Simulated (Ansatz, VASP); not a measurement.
**One calculation of HfB2, two programs**

```
CELL_PARAMETERS angstrom
3.12735 0.00000 0.00000
-1.56368 2.70837 0.00000
0.00000 0.00000 3.44715
ATOMIC_POSITIONS crystal
Hf 0.00000 0.00000 0.00000
B 0.33333 0.66667 0.50000
B 0.66667 0.33333 0.50000
```

Alike in both runs: functional PBEsol; k mesh 15 × 15 × 12; occupations gaussian, width 0.1 eV; no spin polarisation.

Ansatz relaxed the structure, and its values are those at the end. VASP's run is a single point on that final structure, the one shown.

```csv
,VASP,Ansatz
version,VASP 6.6.1,Ansatz 0.2.0
potentials or method,"VASP PAW PBE potentials, release 64 (Hf_pv, B)","scalar-relativistic, plane waves, PAW"
plane-wave cutoff (eV),520,420
valence electrons in the cell,16,32
```

```csv
,VASP,Ansatz,Ansatz less VASP
gap on the k mesh at the Fermi level (eV),none,none,-
pressure (GPa),-0.1,0.0,+0.04
```

A gap of «none» marks a metal or a gap that the smearing closes. The two sets of potentials don't hold the same shells in valence.

Caveats: the PAW data sets were made with another functional, which shifts forces and pressure a little (VASP). Spin-orbit coupling is left out, which matters for the levels of Hf.
